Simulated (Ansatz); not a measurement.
CsPbI3 (cubic perovskite)

```
CsPbI3
1.0
    6.39047     0.00000     0.00000
    0.00000     6.39047     0.00000
    0.00000     0.00000     6.39047
Cs Pb I
1 1 3
Direct
  0.00000   0.00000   0.00000
  0.50000   0.50000   0.50000
  0.00000   0.50000   0.50000
  0.50000   0.50000   0.00000
  0.50000   0.00000   0.50000
```

This relaxed cell (volume V₀) is scaled evenly in all directions, its shape held. Symmetry pins the atoms to their sites.

Calculation: PBE (plane waves to 420 eV, PAW, scalar-relativistic; Ansatz, a first-principles code). k mesh 5×5×5 (Γ-centred), Fermi-Dirac smearing 0.05 eV. Stress and pressure are positive under compression. CsPbI3 was relaxed with its symmetry unable to fall. Spin-orbit coupling is left out, though I and Pb are heavy. This is a high-temperature form of CsPbI3.

At one point of the scan the stress tensor (GPa) is:

```
  -0.64     0.00     0.00
   0.00    -0.64     0.00
   0.00     0.00    -0.64
```

### Question
Which point is it?
(A) V/V₀ = 1.017
(B) V/V₀ = 1.050
(C) V/V₀ = 1.067
(D) V/V₀ = 1.083

### Answer
B, V/V₀ = 1.050

(A scan under strain: stresses follow from slopes of the energy per volume, elastic moduli from its curvatures.)
